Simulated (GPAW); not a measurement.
**Pt: single point with PBEsol**

The system is Pt.

```
Pt
1.0
     0.00000    1.96090    1.96090
     1.96090    0.00000    1.96090
     1.96090    1.96090    0.00000
Pt
1
Direct
  0.00000 0.00000 0.00000
```

```json
{
  "Program": "GPAW 26.7.0",
  "Task": "single point",
  "Functional": "PBEsol",
  "Potentials or basis": "PAW data sets generated in the run's folder for this functional",
  "Cutoff": "600 eV",
  "Basis": "pw",
  "k mesh": "12 × 12 × 12",
  "Occupations": "gaussian, width 0.1 eV",
  "Spin": "no spin polarisation",
  "Maxiter": "150"
}
```

- Pressure: -0.9 GPa
- Band gap on the k mesh: none (metal or under the smearing width)

Levels at points of the mesh, in eV from the Fermi level:
```
           k point  band 6  band 7  band 8  band 9  band 10  band 11
(0.00, 0.00, 0.00)   -3.79   -3.79   -1.63   -1.63    15.03    20.08
(0.50, 0.50, 0.00)    0.00    0.48    0.48    1.76     8.95    11.50
(0.50, 0.50, 0.50)   -3.85   -0.51    0.03    0.03     5.88    14.49
```

It took 15 s on 1 thread of Arm Neoverse V1, on a shared host, peak memory 0.14 GiB.

Spin-orbit coupling is left out, which matters for the levels of Pt.
